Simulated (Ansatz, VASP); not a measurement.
# Al in VASP and in Ansatz

Contents of INCAR:

```
SYSTEM = Al
PREC = Accurate
ENCUT = 520
EDIFF = 1E-7
ISMEAR = 0
SIGMA = 0.1
LREAL = .FALSE.
LASPH = .TRUE.
NELM = 100
ALGO = Normal
ISIF = 2
LWAVE = .FALSE.
LCHARG = .FALSE.
GGA = PE
NBANDS = 8
```

File KPOINTS:

```
Automatic mesh
0
G
  18 18 18
  0 0 0
```

File POSCAR:

```
Al
1.0
    0.0000000000      1.9364316539      1.9364316539
    1.9364316539      0.0000000000      1.9364316539
    1.9364316539      1.9364316539      0.0000000000
Al
1
Direct
    0.0000000000      0.0000000000      0.0000000000
```

Input for Ansatz:

```yaml
crystal:
  lattice:
    - [0.0, 1.9364316539, 1.9364316539]
    - [1.9364316539, 0.0, 1.9364316539]
    - [1.9364316539, 1.9364316539, 0.0]
  atoms:
    - { symbol: Al, position: [0.0, 0.0, 0.0] }
basis:
  ecutwfc: 420
kpoints:
  mp_grid: { grid: [18, 18, 18] }
hamiltonian:
  xc: pbe
scf:
  occupations: { method: gaussian, width: 0.1 }
output:
  forces: true
  stress: true
  eigenvalues: true
```

Alike in both runs: task single point; functional PBE; k mesh 18 × 18 × 18; occupations gaussian, width 0.1 eV; no spin polarisation.

|  | VASP | Ansatz |
| --- | --- | --- |
| version | VASP 6.6.1 | Ansatz 0.2.0 |
| potentials or method | VASP PAW PBE potentials, release 64 (Al) | scalar-relativistic, plane waves, PAW |
| plane-wave cutoff (eV) | 520 | 420 |
| valence electrons in the cell | 3 | 3 |

|  | VASP | Ansatz | Ansatz less VASP |
| --- | --- | --- | --- |
| gap on the k mesh at the Fermi level (eV) | none | none | - |
| pressure (GPa) | 13.1 | 13.1 | +0.03 |

A gap of «none» marks a metal or a gap that the smearing closes.
